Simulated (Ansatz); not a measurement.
How far is this SnO2 from the hull?

Level of theory: DFT PBE, scalar-relativistic, plane waves, PAW (Ansatz 0.2.0). All cells share a 420 eV cutoff and Γ-centred k meshes spaced at most about 0.3 Å⁻¹ (2π included). No spin polarisation.

Energies over the elements count from the elements' standard structures at the same level (O₂ as a molecule), with no fitted energy shifts. The references include grey tin.

These are static total energies at zero pressure.

The competitors are the elements and 3 reference phases of this chemical system (from databases or known types: Sn3O4, SnO, SnO2), relaxed at the same level; other known phases may be missing.

The candidate was reached from: 4-connected net, bridging atoms on its edges, bridges bent.

```
Sn O
1.0
    -5.34303    5.34303    5.34303
     5.34303   -5.34303    5.34303
     5.34303    5.34303   -5.34303
Sn O
6 12
Direct
  0.50000 0.75000 0.25000
  0.75000 0.25000 0.50000
  0.75000 0.50000 0.25000
  0.50000 0.25000 0.75000
  0.25000 0.75000 0.50000
  0.25000 0.50000 0.75000
  0.65546 0.00000 0.34453
  0.65546 0.65546 0.31093
  0.34453 0.68907 0.34453
  0.34453 0.65546 0.00000
  0.68907 0.34453 0.34453
  0.65546 0.31093 0.65546
  0.00000 0.34453 0.65546
  0.65546 0.34453 0.00000
  0.00000 0.65546 0.34453
  0.34453 0.00000 0.65546
  0.34453 0.34453 0.68907
  0.31093 0.65546 0.65546
```

Question: Where does it stand against these competitors?

Answer: Not the lowest form: another structure of the same formula lies lower. Its formation energy is -1.217 eV/atom. The lowest competing phase at this composition is this:

| phase | space group | source | share of atoms | ΔE_f (eV/atom) |
| --- | --- | --- | --- | --- |
| SnO2 | P4_2/mnm (No. 136) | Materials Project | 1.0000 | -1.612 |

The candidate lies 0.40 eV/atom above this phase. The candidate matches no cell in the subsets of the Crystallography Open Database and the Materials Project at hand. A phase this far over the hull is unlikely to be made.
